## Notebook page: a cutoff sweep on solid nitrogen

The energy less tightest is the energy per atom at one plane-wave cutoff minus the energy per atom at the highest cutoff tried, 1200 eV. The cutoff is the largest kinetic energy of any plane wave in the basis. The energies come from density functional theory for a crystal of N₂ molecules, with the cell and the atoms held fixed. The pressure, the band gap and the forces come from the same runs.

GPAW 26.7.0 plane-wave PBE calculations of solid N₂ (Pa-3, 8 atoms, fixed geometry), without spin polarisation or dispersion correction, with JTH PAW 2.0 data sets, a 4×4×4 k mesh and Fermi–Dirac smearing of 0.05 eV. The sweep value is the plane-wave cutoff in eV. Energies are extrapolated to zero smearing; energy and force differences are relative to the 1200 eV run.

```
sweep value  energy less tightest (meV/atom)  pressure (GPa)  gap (eV)  force miss (eV/Å)  largest force (eV/Å)
        300                           1750.5          -34.38     7.171              0.710                 0.716
        350                            905.6          -21.51     7.208              0.052                 0.423
        400                            335.2          -10.77     7.195              0.281                 0.060
        500                             21.7           -1.96     7.181              0.181                 0.200
        600                              9.9            0.69     7.178              0.073                 0.387
        700                             43.5            0.73     7.239              0.018                 0.483
        800                             35.1           -0.79     7.226              0.021                 0.476
       1000                             -0.6           -0.53     7.180              0.075                 0.383
       1200                              0.0            0.46     7.189              0.000                 0.513
```

Two errors of very different size are worth telling apart. At 300 eV the energy is too high by nearly 2 eV per atom, and the crystal seems to be under a tension of tens of GPa. From 600 eV upwards what remains is a scatter of tens of meV per atom and about 1 GPa, which does not shrink steadily as the cutoff grows. The first error comes from too few plane waves. The second must have another source, and it undermines the verdict that 1000 eV is enough.

### Too few waves

A plane wave of 300 eV has a wavelength of about 0.7 Å, while the two atoms of a molecule are only 1.1 Å apart. The 2p electrons of nitrogen sit close to the nucleus, because no p shell lies beneath them to keep them out. The atomic data set smooths the orbitals near the nucleus, but a compact shape remains that long waves cannot follow. The wavelength falls only as the inverse square root of the cutoff, so halving it takes four times the energy.

What the basis cannot describe raises the energy, because the orbitals are then kept from their best shape. Once the waves resolve the smoothed orbitals, the remaining Fourier components die away quickly. The table shows this: the first 50 eV of extra cutoff halve the excess energy, and the next 50 eV cut it to little more than a third. At 500 eV the excess is down to 22 meV per atom. That is already no larger than the later scatter, so the tail of this error can no longer be read.

### Why the pressure is so negative

The real crystal in this fixed cell has one pressure, whatever basis is used to compute it. A pressure that climbs from −34 to −2 GPa between 300 and 500 eV therefore describes the basis, not the crystal. The error is known as Pulay stress, and it arises from the way the stress is calculated.

The stress is the response of the energy to a small strain, taken with a fixed set of plane waves. When the cell shrinks, these waves shrink with it and resolve finer detail. The energy drops because the description has improved, and the calculation reads this drop as a pull inwards. A cell relaxed on that stress would contract too far.

The size of the effect follows in three steps.

1. The number of plane waves is proportional to V·E_c^(3/2), where V is the volume and E_c the cutoff. At a fixed number of waves, E_c therefore varies as V^(−2/3).
2. The pressure is minus the derivative of the energy with respect to volume. The change of cutoff adds a false term to the crystal's own pressure P₀, so that P = P₀ + (2/3)(E_c/V)·dE/dE_c.
3. If P₀ is neglected, the energy change between cutoffs E₁ and E₂ is ΔE ≈ (3/2)·V·P̄·ln(E₂/E₁), where P̄ is the mean of the two pressures.

The step from 300 to 350 eV serves as an example:

- The mean pressure is (−34.38 − 21.51)/2 ≈ −27.9 GPa, or −0.174 eV/Å³.
- The volume is 21.49 Å³ per atom, and ln(350/300) = 0.154.
- The estimate is 1.5 × 21.49 × (−0.174) × 0.154 ≈ −0.87 eV per atom.
- The energies themselves differ by −0.84 eV per atom.

Nothing was fitted here. Over the whole range from 300 to 500 eV the pressures account for 92 % of the computed fall in energy. The step from 350 to 400 eV does worst, with about three quarters. The estimate lets the pressure run straight from one cutoff to the next, which is crude for steps this wide. It is still good enough to show that the steep energy curve and the huge tension are one fault seen twice.

The formula also serves for other crystals. The false pressure is large where the energy still falls steeply with the cutoff and where each atom has little room. A strongly negative pressure that fades as the cutoff rises is its signature.

### The step that should not exist

Between 600 and 700 eV the energy rises by 34 meV per atom. A larger basis alone cannot do this. Every wave allowed at 600 eV is also allowed at 700 eV, so the old solution is still available and the minimum can only stay or fall. When the energy rises all the same, something besides the basis has changed.

The likely culprit is the grid of points in real space on which the program represents the density and evaluates part of the energy. The grid normally becomes finer as the cutoff rises, but a cell edge can hold only a whole number of points. The spacing therefore changes in jumps, and with each jump the points fall differently around the nuclei. The density varies sharply there, so a sum over points can come out too high or too low.

Such an error has no preferred sign and need not fall from one cutoff to the next. It also disturbs the forces, because moving an atom relative to the points changes the energy a little. This is often called the egg-box effect. It would account for the irregular rows, but no run here changes the grid alone, so the cause is argued and not shown. The makers of the data also note, from tests on other systems, that the external atomic data set can be cut short. These runs recorded no such warning, and whether the data set has any share in the scatter is untested.

The pressure formula cannot settle the matter. For the step from 600 to 700 eV it gives a rise of 22 meV per atom, but a real pressure of 1 GPa would shift this estimate by 31 meV per atom, nearly as much as the whole rise. The shift is the same from 300 to 350 eV, because the ratio of the cutoffs is the same, but there it is lost in a fall of 0.84 eV. The formula identifies a large basis error but cannot name the source of a small one.

### Numbers that look converged

The smallest cutoff that passes the test of 1 meV per atom is 1000 eV, since its energy lies only 0.6 meV from the reference. Yet the step just before it, from 800 to 1000 eV, was a fall of 36 meV. From 600 eV upwards the energies spread over 44 meV per atom. In a scatter of that width, two neighbouring values can agree by luck.

The zero in the last row misleads in the same way. It is zero because that row was chosen as the reference, not because its error vanishes. Between 1000 and 1200 eV the pressure still moves from −0.5 to +0.5 GPa, and the largest force changes by 0.13 eV/Å. A run in which energy, pressure and force had all settled would not do this.

The gap gives a different false comfort. At 300 eV it lies only 18 meV below its value at 1200 eV, while at 700 eV it lies 50 meV above. The gap is a difference between two levels, so an error that shifts both by a similar amount largely drops out. The total energy has no such protection. A steady gap therefore says little about the energy, and nothing about the known tendency of this functional to make gaps too small. It is also read only at the points of the 4×4×4 k mesh, which can miss the band edges at every cutoff alike.

### A force that points the other way

The force miss is the largest difference between a single force component at one cutoff and the same component at 1200 eV. At 350 eV it is 0.052 eV/Å, smaller than the 0.075 eV/Å at 1000 eV. By this measure alone the poorer basis would win, although its energy is still 0.9 eV per atom too high. The agreement is accidental.

The row at 300 eV hides something worse. Each molecule lies along a threefold axis of the cubic cell, so the force on an atom points along the bond and has three components of equal size, each the total divided by √3. If the force at 300 eV pointed the same way as at 1200 eV, the components would differ by (0.716 − 0.513)/√3 ≈ 0.12 eV/Å. If it were reversed, they would differ by (0.716 + 0.513)/√3 ≈ 0.71 eV/Å.

The table gives 0.71 eV/Å, so the force is reversed. One of the two calculations would stretch the molecule and the other would shorten it. The column of largest forces cannot show this, because it holds magnitudes only. The same arithmetic finds an unreversed force at 350 eV and at each cutoff from 500 to 1000 eV. The row at 400 eV fits neither case, so the computed forces there cannot have kept the full symmetry of the crystal. Its small largest force of 0.06 eV/Å is no sign of a relaxed molecule.

For the bond itself the remaining force scatter matters little. The stiffness of the N–N bond is roughly 140 eV/Å², a recalled value. The change of 0.13 eV/Å between the last two cutoffs then corresponds to about 0.001 Å in bond length.

### Where the scatter hurts

The energy scatter is more serious, because the molecules hold together only weakly. The binding of solid nitrogen is roughly 0.07 eV per molecule, again a recalled value, or about 35 meV per atom. The spread of energies from 600 eV upwards is as large as that. Even a perfect basis would not rescue the binding energy here, since the functional contains no dispersion, the main attraction between N₂ molecules. For the same reason a pressure near zero does not show that the cell has the right size. The lattice is also treated as static, so the pressure leaves out the motion of the nuclei.

Nitride films serve as dielectrics and barriers in electronic devices, and their formation energies are often counted from molecular nitrogen. A grid error of tens of meV per atom in that reference passes straight into the result, unless the same error occurs in the nitride and cancels.

Two calculations would test the suspected cause. In the first, the cutoff is swept while one fine grid is kept throughout; if the grid is to blame, the rise after 600 eV should disappear. In the second, all atoms are moved together by a fraction of the grid spacing. The true energy cannot change under such a shift, so any change is an error of the grid, though a part that is the same at every position would stay hidden.
